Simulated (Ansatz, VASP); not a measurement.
**Two plane-wave programs on ZnO4**

INCAR

```
SYSTEM = ZnO4
PREC = Accurate
ENCUT = 520
EDIFF = 1E-6
ISMEAR = 0
SIGMA = 0.1
LREAL = .False.
LASPH = .True.
NELM = 100
ALGO = Normal
ISIF = 2
LWAVE = .False.
LCHARG = .False.
GGA = PE
NBANDS = 26
```

The input KPOINTS:

```
regular mesh
0
Gamma
  6 6 2
  0 0 0
```

File POSCAR:

```
ZnO4
1.0
    2.9565217400      0.0000000000      0.0000000000
   -1.4782608700      2.5604229300      0.0000000000
    0.0000000000      0.0000000000      9.4608695700
Zn O
1 4
Direct
    0.0000000000      0.0000000000      0.0000000000
    0.3333333300      0.6666666700      0.1200000000
    0.3333333300      0.6666666700      0.6200000000
    0.6666666700      0.3333333300      0.3800000000
    0.6666666700      0.3333333300      0.8800000000
```

Input for Ansatz:

```yaml
crystal:
  lattice:
    - [2.95652174, 0.0, 0.0]
    - [-1.47826087, 2.56042293, 0.0]
    - [0.0, 0.0, 9.46086957]
  atoms:
    - { symbol: Zn, position: [0.0, 0.0, 0.0] }
    - { symbol: O, position: [0.33333333, 0.66666667, 0.12] }
    - { symbol: O, position: [0.33333333, 0.66666667, 0.62] }
    - { symbol: O, position: [0.66666667, 0.33333333, 0.38] }
    - { symbol: O, position: [0.66666667, 0.33333333, 0.88] }
basis:
  ecutwfc: 420
kpoints:
  mp_grid: { grid: [6, 6, 2] }
hamiltonian:
  xc: pbe
scf:
  occupations: { method: gaussian, width: 0.1 }
  lower_state_search: "off"
output:
  forces: true
  stress: true
  eigenvalues: true
```

Change from the starting cell: ordered vacancies on the cation sites of cadmium iodide (P-3m1, No. 164).

Alike in both runs: task single point; functional PBE; k mesh 6 × 6 × 2; occupations gaussian, width 0.1 eV; no spin polarisation.

|  | VASP | Ansatz |
| --- | --- | --- |
| version | VASP 6.6.1 | Ansatz 0.2.0 |
| potentials or method | VASP PAW PBE potentials, release 64 (Zn, O) | scalar-relativistic, plane waves, PAW |
| plane-wave cutoff (eV) | 520 | 420 |
| valence electrons in the cell | 36 | 36 |

```csv
,VASP,Ansatz,Ansatz less VASP
gap on the k mesh at the Fermi level (eV),none,none,-
pressure (GPa),-9.3,-9.6,-0.32
largest component of the traceless stress (GPa),5.91,5.71,-0.199
rms of the force components (eV/Å),0.396,0.426,+0.0302
```

Atom by atom the forces differ by 0.037 eV/Å (rms over components). A gap of «none» marks a metal or a gap that the smearing closes. With one functional, cell and mesh, what is left measures potentials, basis and numerics.

Caveats: the k mesh is coarse (spacing up to 0.41 Å⁻¹), so the values aren't converged.
